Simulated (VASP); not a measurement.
A run of VASP 6.6.1 is set up as follows.

Contents of INCAR:

```
SYSTEM = Ir
PREC = Accurate ; ENCUT = 600
EDIFF = 1E-7 ; ISMEAR = 0
SIGMA = 0.1 ; LREAL = .FALSE.
LASPH = .TRUE. ; NELM = 80
ALGO = Normal ; ISIF = 3
LWAVE = .FALSE. ; LCHARG = .FALSE.
GGA = PS ; IBRION = 2
NSW = 90 ; EDIFFG = -0.005
```

The input KPOINTS:

```
Automatic mesh
0
G
  18 18 18
  0 0 0
```

Contents of POSCAR:

```
Ir
1.0
    0.0000000000      1.9269646700      1.9269646700
    1.9269646700      0.0000000000      1.9269646700
    1.9269646700      1.9269646700      0.0000000000
Ir
1
Direct
    0.0000000000      0.0000000000      0.0000000000
```

Potentials or basis: VASP PAW PBE potentials, release 64 (Ir).

Launch:

```bash
$ cat potpaw_PBE.64/Ir/POTCAR > POTCAR
$ mpirun -np 1 vasp_std > vasp.out
```

Problem. What does it give for the space group after relaxing (to 0.05 Å)?

Solution. Fm-3m (No. 225).

Problem. What does it give for the relaxed volume?

Solution. 14.09 Å³/atom.

Problem. What does it give for the relaxed cell?

Solution. a = 2.711 Å, b = 2.711 Å, c = 2.711 Å, α = 60.00°, β = 60.00°, γ = 60.00°.

Final structure:
```xyz
1
Lattice="0.0000 1.9169 1.9169 1.9169 0.0000 1.9169 1.9169 1.9169 0.0000" Properties=species:S:1:pos:R:3 pbc="T T T"
Ir    0.0000    0.0000    0.0000
```

Caveat: the PAW data sets were made with another functional, which shifts forces and pressure a little. The run has no spin-orbit coupling, so splittings on Ir are missing.
